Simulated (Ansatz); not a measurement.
**Trial structure types under relaxation**

Method: Ansatz, DFT r2SCAN, scalar-relativistic, plane waves, PAW. Settings: cutoff 500 eV, Γ-centred meshes no coarser than 0.19 Å⁻¹ for metals and 0.3 Å⁻¹ for insulators (2π included), Gaussian smearing.

Each formula is placed on the named type at a guessed volume, then cell and atoms relax at zero pressure without lowering the symmetry. Keeping the type says nothing about stability against other structures or lower symmetry. Neighbours of an atom are counted within 25 % of the shortest distance of their pair. The atoms listed around a site end at a clear gap in distance instead, so their number can differ.

(1) Does Ru keep the beta-tin type (I4_1/amd, No. 141)?

(2) Cr on the graphite type (P6_3/mmc, No. 194): does the type hold?

(3) Ru on the omega type (P6/mmm, No. 191): does the type hold?

Results:

(1) Only loosely: it keeps the symmetry, but the neighbours change from Ru 10 Ru to Ru 6 Ru. It has a = 4.673 Å, c = 2.786 Å. Around Ru lie 4 Ru at 2.44 Å, 2 Ru at 2.79 Å and 4 Ru at 3.13 Å (next Ru at 3.59 Å).

(2) No. It keeps the space group, but the neighbours change from Cr 3 Cr to Cr 4 Cr, with a = 3.793 Å, c = 4.333 Å. Cr on Wyckoff site b (2 atoms of the primitive cell) has 5 Cr at 2.17–2.19 Å; Cr on Wyckoff site d (2 atoms of the primitive cell) is coordinated by 3 Cr at 2.19 Å.

(3) Yes: a = 4.238 Å, c = 2.666 Å. Around Ru on Wyckoff site a (1 atom of the primitive cell) lie 14 Ru at 2.67–2.79 Å; around Ru on Wyckoff site d (2 atoms of the primitive cell) lie 3 Ru at 2.45 Å and 8 Ru at 2.67–2.79 Å.